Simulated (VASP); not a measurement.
# From VASP inputs to Ansatz: PbSe (strained rocksalt)

INCAR

```
NSW = 0
ENCUT = 520
LCHARG = .FALSE.
ISIF = 2
NELM = 120
METAGGA = R2SCAN
LWAVE = .FALSE.
IBRION = -1
NBANDS = 17
PREC = Accurate
EDIFF = 1E-7
LREAL = .FALSE.
SIGMA = 0.02
ALGO = Normal
ISMEAR = -1
LASPH = .TRUE.
```

KPOINTS

```
KPOINTS created by Atomic Simulation Environment
0
Gamma
8 8 8
0 0 0
```

KPOINTS_OPT

```
special points
7
Reciprocal
0.0000000000 0.0000000000 0.0000000000 1
0.5000000000 0.0000000000 0.5000000000 1
0.6250000000 0.2500000000 0.6250000000 1
0.3750000000 0.3750000000 0.7500000000 1
0.5000000000 0.5000000000 0.5000000000 1
0.5000000000 0.2500000000 0.7500000000 1
-0.0209960000 -0.0185550000 0.4877930000 1
```

POSCAR

```
Pb Se
 1.0000000000000000
     0.0000000000000000    2.9589767269000000    2.9589767269000000
     2.9589767269000000    0.0000000000000000    2.9589767269000000
     2.9589767269000000    2.9589767269000000    0.0000000000000000
 Pb  Se
   1   1
Cartesian
  0.0000000000000000  0.0000000000000000  0.0000000000000000
  2.9589767269000000  2.9589767269000000  2.9589767269000000
```

VASP ran with the recommended PBE PAW datasets (20 valence electrons in the cell).

Question: Translate these files to an Ansatz input.

Answer: 

```yaml
crystal:
  lattice:
    - [0.0, 2.9589767269, 2.9589767269]
    - [2.9589767269, 0.0, 2.9589767269]
    - [2.9589767269, 2.9589767269, 0.0]
  atoms:
    - { symbol: Pb, position: [0.0, 0.0, 0.0] }
    - { symbol: Se, position: [0.5, 0.5, 0.5] }
kpoints:
  mp_grid: { grid: [8, 8, 8] }
  band_path:
    path:
      - [0.0, 0.0, 0.0]
      - [0.5, 0.0, 0.5]
      - [0.625, 0.25, 0.625]
      - [0.375, 0.375, 0.75]
      - [0.5, 0.5, 0.5]
      - [0.5, 0.25, 0.75]
      - [-0.020996, -0.018555, 0.487793]
    npoints: 1
hamiltonian:
  xc: r2scan
scf:
  occupations: { method: fermi_dirac, width: 0.02 }
  n_extra_bands: 4
output:
  forces: true
  stress: true
  eigenvalues: true
  write_density: true
  write_potential: true
  elf: true
  volumetric_format: npy
```

Other inputs would serve too.

```tsv
	VASP	Ansatz
gap between bands v and c	0.17 eV	0.16 eV
least direct gap	0.17 eV	0.16 eV
pressure	8.8 GPa	8.8 GPa
```

Datasets and cutoffs are each program's own. VASP's cell holds 20 valence electrons and Ansatz's 30. Ansatz's stress includes a Pulay correction; VASP's doesn't.
